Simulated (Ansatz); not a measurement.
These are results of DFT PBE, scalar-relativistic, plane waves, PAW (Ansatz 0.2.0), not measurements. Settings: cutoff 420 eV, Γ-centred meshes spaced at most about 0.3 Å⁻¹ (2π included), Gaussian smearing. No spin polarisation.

Temperature and zero-point effects are left out. All are two-dimensional sheets, periodic along a and b, with vacuum along c.

Question: Which of these relaxed structures of LiH is the lowest in energy?
1.

```
Li H
1.0
     3.07824    0.00000    0.00000
    -1.53912    2.66584    0.00000
     0.00000    0.00000   25.32719
Li H
1 1
Direct
  0.33333 0.66667 0.29612
  0.00000 0.00000 0.29613
```

2.

```
Li H
1.0
     2.76171    0.00000    0.00000
     0.00000    2.76171    0.00000
     0.00000    0.00000   29.13704
Li H
2 2
Cartesian
  1.3809 0.0000 7.5467
  0.0000 1.3809 9.4533
  1.3809 0.0000 9.5114
  0.0000 1.3809 7.4886
```

Answer: 2. The other, cell 1, lies 90 meV/atom higher. Forms: cell 2 p4/nmm; cell 1 p-6m2. Counting H atoms around Li (those within 1.25 times the shortest such distance or 1.15 times the sum of covalent radii): cell 2 has Li 5; cell 1 has Li 3. Both come from invented guesses. Shaken at random and relaxed again, cell 2 came back.

With hydrogen, zero-point motion can shift such differences by 10 meV/atom or more. Cells without such a test can be saddle points. Some structure types and database cells were kept out of the candidates from the start, so a known form may be missing.
